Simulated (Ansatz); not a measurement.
A nudged elastic band was laid between two geometries of a periodic cell of 25 atoms, Zr$_{4}$Si$_{4}$HO$_{16}$ (host ZrSiO4, host structure I4_1/amd, interstitial H).

Level of theory: DFT PBE-D3(BJ), scalar-relativistic, plane waves, PAW (Ansatz 0.2.0). Settings: PAW set soft_1, cutoff 420 eV, k mesh 2x2x2, gaussian smearing 0.02 eV, spin collinear.

```json
{
 "movable images": "3",
 "climbing image": "yes",
 "spring": "5.0 eV/Å²",
 "optimiser": "quadratic models (default)",
 "start path": "default",
 "force threshold": "0.05 eV/Å",
 "iteration limit": "8",
 "end points": "relaxed"
}
```

First end point:

```xyz
25
Lattice="6.6000 0.0000 0.0000 0.0000 6.6000 0.0000 0.0000 0.0000 5.8800" Properties=species:S:1:pos:R:3
Zr -0.002 0.013 -0.002
Zr -0.002 3.289 1.471
Si 0.015 -0.006 2.941
Si 3.300 -0.004 1.469
O -0.080 1.221 1.890
O 2.073 0.240 0.415
O 3.406 2.092 4.803
O 4.523 -0.064 0.407
O 3.278 5.393 2.566
O 2.073 3.062 1.053
O 3.406 1.209 2.545
O 1.240 0.052 3.998
Zr 3.322 3.283 2.943
Zr 3.322 0.019 4.406
Si 3.300 3.306 0.000
Si 0.015 3.308 4.408
O 3.278 4.508 4.782
O 5.400 3.373 3.342
O 0.093 5.377 1.872
O 1.240 3.249 3.351
O -0.080 2.081 5.458
O 5.400 -0.072 4.007
O 0.093 4.524 5.476
O 4.523 3.365 1.062
H 2.369 4.951 0.734
```

Last end point:

Only the atoms that move by more than 0.05 Å are listed.
```
O5 0.076 1.221 1.889
O6 2.075 -0.064 0.406
O7 3.195 2.092 4.802
O8 4.526 0.236 0.414
O10 2.075 3.364 1.060
O11 3.195 1.209 2.543
O12 1.198 -0.072 4.004
O18 5.358 3.250 3.349
O19 -0.095 5.377 1.871
O20 1.198 3.372 3.341
O21 0.076 2.080 5.456
O22 5.358 0.050 3.997
O23 -0.095 4.523 5.475
O24 4.526 3.064 1.051
H25 4.205 4.950 0.733
```

Q: Which bonds break or form, and what moves?

A: The atom that moves furthest is H25, by 1.84 Å; four of its nearest neighbours are O10 1.94, O6 1.94, Si4 2.03, Si15 2.03 Å at the first end and O24 1.94, O8 1.94, Si4 2.02, Si15 2.02 Å at the last.

Q: Give the energies along the band, and the barrier.

A: It converged. The highest image is number 2 of 0 to 4, 0.094 eV above the ends, which have the same energy within 2 meV. The order of the point at the top wasn't checked. Limits of this set-up: coarse k mesh, a small cell, in which the defect meets its images, a typed lattice constant that wasn't relaxed here.

```csv
image,path coordinate (Å),energy (eV)
0,0.00,0.000
1,0.50,0.045
2,1.01,0.094
3,1.50,0.047
4,2.00,0.000
```

Q: What is the geometry of the highest image?

A: 
```xyz
25
Lattice="6.6000 0.0000 0.0000 0.0000 6.6000 0.0000 0.0000 0.0000 5.8800" Properties=species:S:1:pos:R:3
Zr -0.001 0.009 -0.002
Zr -0.001 3.292 1.469
Si -0.001 -0.005 2.942
Si 3.299 -0.004 1.472
O -0.001 1.224 1.891
O 2.064 0.083 0.418
O 3.299 2.089 4.800
O 4.533 0.084 0.418
O 3.299 5.400 2.583
O 2.064 3.218 1.049
O 3.299 1.212 2.547
O 1.222 -0.010 4.002
Zr 3.299 3.276 2.932
Zr 3.299 0.025 4.415
Si 3.299 3.305 -0.005
Si -0.001 3.306 4.405
O 3.299 4.501 4.764
O 5.376 3.310 3.345
O -0.002 5.376 1.874
O 1.222 3.311 3.345
O -0.001 2.077 5.455
O 5.376 -0.009 4.002
O -0.002 4.525 5.473
O 4.533 3.217 1.049
H 3.295 4.951 0.733
```

Time of the run: 2.4 min on 4 threads of Intel(R) Xeon(R) Platinum 8259CL CPU @ 2.50GHz (Skylake/Cascade Lake), with other jobs on the host, peak memory 2 GiB.
